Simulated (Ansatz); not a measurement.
Geometry optimisation in Ansatz: input, command and trajectory.

```yaml
crystal:
  lattice:
    - [1.849186686, -5.3600581139, 0.0]
    - [1.849186686, 5.3600581139, 0.0]
    - [0.0, 0.0, 4.2555408802]
  atoms:
    - { symbol: As, position: [0.1126485202, 0.8873514798, 0.0555641026] }
    - { symbol: As, position: [0.6126485202, 0.3873514798, 0.4444358974] }
    - { symbol: As, position: [0.8873514798, 0.1126485202, 0.9444358974] }
    - { symbol: As, position: [0.3873514798, 0.6126485202, 0.5555641026] }
basis:
  ecutwfc: 420
kpoints:
  mp_grid: { grid: [12, 12, 10] }
hamiltonian:
  xc: pbe
  dispersion: d3bj
scf:
  occupations: { method: gaussian, width: 0.1 }
output:
  forces: true
  stress: true
  eigenvalues: true
relax:
  adjacent_minimum: "off"
  f_tol: 0.01
  max_steps: 30
  cell: { stress_tol: 0.1, fix: [volume] }
```

```bash
ansatz run input.yaml --threads 1 --pin off --max-ram 2560MiB --backend cpu --events-out ev --progress --plain --runs-dir out
```

Level of theory: DFT PBE+D3(BJ), scalar-relativistic, plane waves, PAW in Ansatz 0.2.0.

The volume is held at 0.97 times that of the relaxed cell.

Of 6 frames 5 are shown, positions in Å and forces in eV/Å; the SCF threshold varies from step to step. Steps run on the plane waves of an earlier cell, with a Pulay correction in the pressure. The basis is chosen afresh for the last frame, the zero of the energies, and at times for earlier ones too; energy and pressure step there, also at an unchanged geometry.

```xyz
4
Lattice="1.8492 -5.3601 0.0000 1.8492 5.3601 0.0000 0.0000 0.0000 4.2555" Properties=species:S:1:pos:R:3:forces:R:3 pbc="T T T" step=1 free_energy_over_end_meV_per_atom=2.45 pressure_GPa=2.35
As    1.8492    4.1525    0.2365    0.0000   -0.1823   -0.1443
As    1.8492   -1.2076    1.8913    0.0000   -0.1823    0.1443
As    1.8492   -4.1525    4.0191    0.0000    0.1823    0.1443
As    1.8492    1.2076    2.3642    0.0000    0.1823   -0.1443
4
Lattice="1.8622 -5.3185 0.0000 1.8622 5.3185 0.0000 0.0000 0.0000 4.2588" Properties=species:S:1:pos:R:3:forces:R:3 pbc="T T T" step=2 free_energy_over_end_meV_per_atom=0.62 pressure_GPa=1.02
As    1.8622    4.0966    0.2301    0.0000    0.0665   -0.0036
As    1.8622   -1.2218    1.8993    0.0000    0.0665    0.0036
As    1.8622   -4.0966    4.0287    0.0000   -0.0665    0.0036
As    1.8622    1.2218    2.3595    0.0000   -0.0665   -0.0036
4
Lattice="1.8616 -5.3545 0.0000 1.8616 5.3545 0.0000 0.0000 0.0000 4.2315" Properties=species:S:1:pos:R:3:forces:R:3 pbc="T T T" step=3 free_energy_over_end_meV_per_atom=0.07 pressure_GPa=1.16
As    1.8616    4.1333    0.2235    0.0000    0.0153   -0.0030
As    1.8616   -1.2212    1.8923    0.0000    0.0153    0.0030
As    1.8616   -4.1333    4.0081    0.0000   -0.0153    0.0030
As    1.8616    1.2212    2.3392    0.0000   -0.0153   -0.0030
4
Lattice="1.8664 -5.3550 0.0000 1.8664 5.3550 0.0000 0.0000 0.0000 4.2203" Properties=species:S:1:pos:R:3:forces:R:3 pbc="T T T" step=4 free_energy_over_end_meV_per_atom=0.01 pressure_GPa=1.15
As    1.8664    4.1345    0.2228    0.0000    0.0063   -0.0173
As    1.8664   -1.2206    1.8873    0.0000    0.0063    0.0173
As    1.8664   -4.1345    3.9975    0.0000   -0.0063    0.0173
As    1.8664    1.2206    2.3330    0.0000   -0.0063   -0.0173
4
Lattice="1.8674 -5.3545 0.0000 1.8674 5.3545 0.0000 0.0000 0.0000 4.2184" Properties=species:S:1:pos:R:3:forces:R:3 pbc="T T T" step=6 free_energy_over_end_meV_per_atom=0.00 pressure_GPa=1.12
As    1.8674    4.1341    0.2219    0.0000    0.0038   -0.0071
As    1.8674   -1.2204    1.8873    0.0000    0.0038    0.0071
As    1.8674   -4.1341    3.9965    0.0000   -0.0038    0.0071
As    1.8674    1.2204    2.3311    0.0000   -0.0038   -0.0071
```

Time: 3.4 min on 1 thread of Intel(R) Xeon(R) Platinum 8259CL CPU @ 2.50GHz (Skylake/Cascade Lake), with other jobs on the host, peak memory 0.85 GiB.